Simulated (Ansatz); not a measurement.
Wanted: the native input for an Ansatz 0.2.0 run.

```yaml
Task: single point
Functional: PBE0
Potentials_or_basis: Ansatz PAW
Cutoff: "420 eV (not typed: the program's choice for these potentials)"
k_mesh: 6 × 6 × 6
Occupations: fermi-dirac, width 0.05 eV
Spin: no spin polarisation
```

Pd:

```
Pd
1.0
    -1.57228    1.57228    1.57228
     1.57228   -1.57228    1.57228
     1.57228    1.57228   -1.57228
Pd
1
Direct
  0.00000 0.00000 0.00000
```

This isn't the form of Pd at room conditions, which is fcc.

One way to write it, as run:

input

```
crystal:
  lattice:
    - [-1.572281, 1.572281, 1.572281]
    - [1.572281, -1.572281, 1.572281]
    - [1.572281, 1.572281, -1.572281]
  atoms:
    - { symbol: Pd, position: [0.0, 0.0, 0.0] }
hamiltonian:
  xc: pbe0
  pseudopotentials: { kind: paw }
kpoints:
  mp_grid: { grid: [6, 6, 6] }
scf:
  occupations: { method: fermi_dirac, width: 0.05 }
output:
  forces: true
  stress: true
  eigenvalues: true
  write_density: true
  write_potential: true
  elf: true
  volumetric_format: npy
```

Results of the run:

```yaml
Pressure: -7.0 GPa
Band_gap_on_the_k_mesh: none (metal or under the smearing width)
```

Caveat: the k mesh is coarse (spacing up to 0.47 Å⁻¹), so the values aren't converged, least of all with exact exchange; the PAW data sets come from PBE, with cores solved anew for the run's functional, which leaves a small shift of forces and pressure; the thresholds are loose for stress.

Wall time 17 s on 1 × NVIDIA H100 80GB HBM3 with 2 threads of AMD EPYC 7R13 Processor (Zen 3) (shared host), peak memory 1.4 GiB.
